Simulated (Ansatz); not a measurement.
HfS2 (P-3m1) from a database structure, relaxed with r2SCAN+rVV10: space group P-3m1 (No. 164), trigonal; a = 3.630 Å, c = 5.879 Å in the conventional setting, 22.36 Å³ an atom. Around Hf lie 6 S at 2.54 Å; around S lie 3 Hf at 2.54 Å. One-shot G0W0@PBE in the PAW code Ansatz on a 6×6×2 mesh (contour deformation, no spin-orbit coupling), from a PBE gap of 1.034 eV over the mesh points (the G0W0 gap is indirect on the mesh); the number N of bands summed and the screening cutoff rise together. (Simulation; spin polarisation is off.)

```csv
N,cutoff (eV),1000/N,G0W0 gap (eV)
128,80,7.812,1.844
271,140,3.690,1.921
```

Question: Lay a straight line in 1000/N through these rows.

Answer: The slope is -0.0187 eV per unit of 1000/N and the intercept 1.990 eV.

Question: Predict the gap at N = 482 (210 eV).

Answer: 1.990 + (-0.0187) × 2.075 = 1.951 eV; the run gives 1.955 eV, +0.004 eV from the line.

Question: With that run's result added, what limit do the last two rows suggest?

Answer: Their slope is (1.955 − 1.921)/(2.075 − 3.690) = -0.0211, which meets 1/N = 0 at 2.00 eV, against 1.990 eV from the first line. The slope steepens, so 1/N isn't yet asymptotic and the true limit probably lies higher still; the k mesh isn't extrapolated.

Spin-orbit coupling is left out, which matters wherever the heavy atoms make up the band edges.
